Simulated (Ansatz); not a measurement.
ZnS:

```
Zn S
1.0
     0.00000    2.70200    2.70200
     2.70200    0.00000    2.70200
     2.70200    2.70200    0.00000
Zn S
1 1
Direct
  0.75000 0.75000 0.75000
  0.00000 0.00000 0.00000
```

| Quantity | Value |
| --- | --- |
| Program | Ansatz 0.2.0 |
| Task | relaxation of cell and atoms |
| Functional | RPBE |
| Potentials or basis | Ansatz PAW |
| Cutoff | 420 eV (not typed: the program's choice for these potentials) |
| k mesh | 9 × 9 × 9 |
| Occupations | fermi-dirac, width 0.05 eV |
| Spin | no spin polarisation |

At the start: volume 19.73 Å³/atom.

Task: How do energy, volume and symmetry change on relaxing?

Result: It ends after 5 steps and the volume is 20.93 Å³/atom (+6.1 %); space group F-43m (No. 216, to 0.05 Å).

Step by step:
| step | energy change (eV) | largest force (eV/Å) | volume (Å³) |
| --- | --- | --- | --- |
| 1 | 0.0000 | 0.0000 | 39.45 |
| 2 | -0.0231 | 0.0000 | 40.75 |
| 3 | -0.0286 | 0.0000 | 41.75 |
| 4 | -0.0286 | 0.0000 | 41.86 |
| 5 | -0.0298 | 0.0000 | 41.86 |

Final structure:
```yaml
crystal:
  lattice:
    - [0.00000, 2.75586, 2.75586]
    - [2.75586, 0.00000, 2.75586]
    - [2.75586, 2.75586, 0.00000]
  atoms:
    - { symbol: Zn, position: [0.75000, 0.75000, 0.75000] }
    - { symbol: S, position: [0.00000, 0.00000, 0.00000] }
```

Caveat: the plane-wave basis is chosen anew once the cell has moved, so the energies of steps on either side of that aren't comparable; the PAW data sets come from PBE, with cores solved anew for the run's functional, which leaves a small shift of forces and pressure.
